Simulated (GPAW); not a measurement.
The system is PbF2 (Fluorocronite).

```xyz
3
Lattice="0.0000 2.9637 2.9637 2.9637 0.0000 2.9637 2.9637 2.9637 0.0000" Properties=species:S:1:pos:R:3 pbc="T T T"
Pb    0.0000    0.0000    0.0000
F     4.4455    4.4455    4.4455
F     1.4818    1.4818    1.4818
```

Base run:

- Program: GPAW 26.7.0
- Functional: r2SCAN
- Potentials or basis: GPAW PAW data sets (gpaw-data 1.2.1)
- Cutoff: 800 eV
- Basis: pw
- k mesh: 8 × 8 × 8
- Occupations: fermi-dirac, width 0.05 eV
- Spin: no spin polarisation

Its results: band gap on the k mesh 4.86 eV, indirect (least direct gap 5.01 eV); pressure -1.8 GPa.

Question: The run is repeated on the same cell with these changes: functional from r2SCAN to PBEsol; potentials or basis from GPAW PAW data sets (gpaw-data 1.2.1) to PAW data sets generated in the run's folder for this functional. What comes out?

Answer: Band gap on the k mesh 4.23 eV, indirect (least direct gap 4.39 eV); pressure -2.5 GPa.

Caveats: spin-orbit coupling is left out, which as a rule narrows the gap of such compounds by several tenths of an eV; the PAW data sets were made with another functional, which shifts forces and pressure a little (some runs).

Not every run made on this cell is shown here.
